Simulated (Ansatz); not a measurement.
AlN, DFT, PBE, PAW with Ansatz's default frozen-core files, scalar-relativistic (Ansatz 0.2.0), run on 1 thread of Intel(R) Xeon(R) Platinum 8259CL CPU @ 2.50GHz (Skylake/Cascade Lake) on a shared host.

The cell is COD entry 9008860, as deposited and not checked against the literature; nothing was relaxed. The listed cell was then made from it by scaling, straining or moving an atom.

Command: `ansatz run input.yaml --threads 1 --pin off --max-ram 4096MiB --backend cpu --events-out ev --progress --plain --runs-dir out`

```yaml
crystal:
  lattice:
    - [3.1110021516, -0.0311100215, -0.0311100215]
    - [-1.5824431447, 2.7097619053, -0.0113870582]
    - [-0.04978, -0.04978, 4.978]
  atoms:
    - { symbol: Al, position: [0.3333333333, 0.6666666667, 0.0] }
    - { symbol: Al, position: [0.6666666667, 0.3333333333, 0.5] }
    - { symbol: "N", position: [0.3333333333, 0.6666666667, 0.385] }
    - { symbol: "N", position: [0.6666666667, 0.3333333333, 0.885] }
kpoints:
  mp_grid: { grid: [11, 11, 6] }
scf:
  occupations: { method: fermi_dirac, width: 0.02 }
hamiltonian:
  xc: pbe
  pseudopotentials: { kind: paw }
output:
  forces: true
  stress: true
  eigenvalues: true
  efg: { contact_densities: true }
```

Problem. How large is the problem that the program sets up?

Solution. 364 irreducible k-points, 815 plane waves at Γ, 12 bands.

Problem. About how long does it take, and how much memory does it use?

Solution. 18 s of wall time for 6 SCF iterations, with a peak of 0.56 GiB. Times on shared machines scatter by tens of per cent.

Problem. And the same cell and mesh by crystal-made all-electron datasets, asked for forces, stress, eigenvalues, efg, on the same hardware?

Solution. 73 s, peak memory 1.5 GiB.
